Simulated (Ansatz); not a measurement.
# Ir3O: the cost of one run

Program: Ansatz 0.2.0. Level of theory: DFT r2SCAN, scalar-relativistic, plane waves, PAW. These are calculated values, not measurements.

1 further run of the same task is left out (set aside as unsound or not needed). Runs told in other sessions of the task aren't counted.

**1. Starting point**

The structure is hexagonal, space group P6_322 (No. 182). Conventional cell: a = 5.651 Å, b = 5.651 Å, c = 5.195 Å, α = 90.00°, β = 90.00°, γ = 120.00°. Zr (site symmetry 2) is surrounded by 2 O at 2.27 Å. O (site symmetry 32) is surrounded by 6 Zr at 2.27 Å.

As a file:

```cif
data_structure
_symmetry_space_group_name_H-M 'P6_322'
_symmetry_Int_Tables_number 182
_cell_length_a 5.6510
_cell_length_b 5.6510
_cell_length_c 5.1948
_cell_angle_alpha 90.000
_cell_angle_beta 90.000
_cell_angle_gamma 120.000
_cell_volume 143.66
loop_
_atom_site_label
_atom_site_type_symbol
_atom_site_symmetry_multiplicity
_atom_site_Wyckoff_symbol
_atom_site_fract_x
_atom_site_fract_y
_atom_site_fract_z
_atom_site_occupancy
Zr1 Zr 6 g 0.00000 0.66016 0.50000 1
O1 O 2 c 0.66667 0.33333 0.75000 1
```

It goes back to an entry of the Materials Project, which need not be the stable form.

This cell was relaxed beforehand with the same method: volume 17.96 Å³/atom, gap on the mesh none (metal).

**2. Swap Zr → Ir**

Ir3O starts from the relaxed positions of Zr3O, with all lengths scaled by 0.880, a guess from tabulated radii. Atoms that may carry a moment start with parallel spins.

**3. Quick check of gap, pressure and forces (Ir3O)**

input.yaml

```yaml
crystal:
  lattice:
    - [4.9731664863, 0.0, 0.0]
    - [-2.4865832432, 4.3068885143, 0.0]
    - [0.0, 0.0, 4.5717339568]
  atoms:
    - { symbol: Ir, position: [0.0, 0.6601601134, 0.5], spin: 1.0 }
    - { symbol: Ir, position: [0.0, 0.3398398866, 0.0], spin: 1.0 }
    - { symbol: Ir, position: [0.6601601134, 0.6601601134, 0.0], spin: 1.0 }
    - { symbol: Ir, position: [0.6601601134, 0.0, 0.5], spin: 1.0 }
    - { symbol: Ir, position: [0.3398398866, 0.3398398866, 0.5], spin: 1.0 }
    - { symbol: Ir, position: [0.3398398866, 0.0, 0.0], spin: 1.0 }
    - { symbol: O, position: [0.6666666667, 0.3333333333, 0.75] }
    - { symbol: O, position: [0.3333333333, 0.6666666667, 0.25] }
basis:
  ecutwfc: 500
kpoints:
  mp_grid: { grid: [6, 6, 4] }
hamiltonian:
  xc: r2scan
scf:
  occupations: { method: gaussian, width: 0.1 }
  lower_state_search: "off"
output:
  forces: true
  stress: true
  eigenvalues: true
  populations: true
magnetization:
  spin_polarized: true
```

Run with:

```sh
ansatz run input.yaml --threads 2 --pin off --max-ram 5120MiB --backend cpu --events-out ev --progress --plain --runs-dir out
```

What time and memory should one allow on 2 threads of AMD EPYC 9R45 (Zen 5), shared host?

About 23 s, with a peak of 0.78 GiB.
